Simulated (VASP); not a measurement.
A run of VASP 6.6.1 is set up as follows.

Contents of POSCAR:

```
Cu
1.0
    0.0000000000      1.8100000000      1.8100000000
    1.8100000000      0.0000000000      1.8100000000
    1.8100000000      1.8100000000      0.0000000000
Cu
1
Direct
    0.0000000000      0.0000000000      0.0000000000
```

The input INCAR.step1:

```
PREC = Accurate
ENCUT = 600
EDIFF = 1E-8
ISMEAR = 1
SIGMA = 0.15
LREAL = F
LASPH = T
NELM = 100
ALGO = Normal
ISIF = 3
LWAVE = F
LCHARG = F
GGA = PS
IBRION = 2
NSW = 40
EDIFFG = -0.002
KPAR = 2
```

Contents of INCAR.step2:

```
PREC = Accurate
ENCUT = 600
EDIFF = 1E-8
ISMEAR = 1
SIGMA = 0.15
LREAL = F
LASPH = T
NELM = 100
ALGO = Normal
ISIF = 3
LWAVE = F
LCHARG = F
GGA = PS
IBRION = 6
NFREE = 2
POTIM = 0.015
NSW = 1
KPAR = 2
```

The input KPOINTS:

```
regular mesh
0
Gamma
  20 20 20
```

Potentials or basis: VASP PAW PBE potentials, release 64 (Cu).

Launch:

```console
$ cat potpaw_PBE.64/Cu/POTCAR > POTCAR
$ cp INCAR.step1 INCAR
$ mpirun -np 2 vasp_std > vasp.out
$ cp CONTCAR POSCAR
$ cp INCAR.step2 INCAR
$ mpirun -np 2 vasp_std > vasp.out
```

Question: What does it give for the elastic constants C11, C12, C44?

Answer: 208, 142, 97 GPa.

Question: Estimate the Voigt bulk modulus.

Answer: 164 GPa.

Question: What does it give for the relaxed cell?

Answer: a = 2.524 Å, b = 2.524 Å, c = 2.524 Å, α = 60.00°, β = 60.00°, γ = 60.00°.

Question: Predict the relaxed volume.

Answer: 11.36 Å³/atom.

Step by step:
```csv
step,energy change (eV),largest force (eV/Å),pressure (GPa),volume (Å³)
1,0.0000,0.0000,-6.28,11.86
2,-0.0064,0.0000,4.43,11.08
3,-0.0102,0.0000,0.00,11.36
```

Caveat: the PAW data sets were made with another functional, which shifts forces and pressure a little.
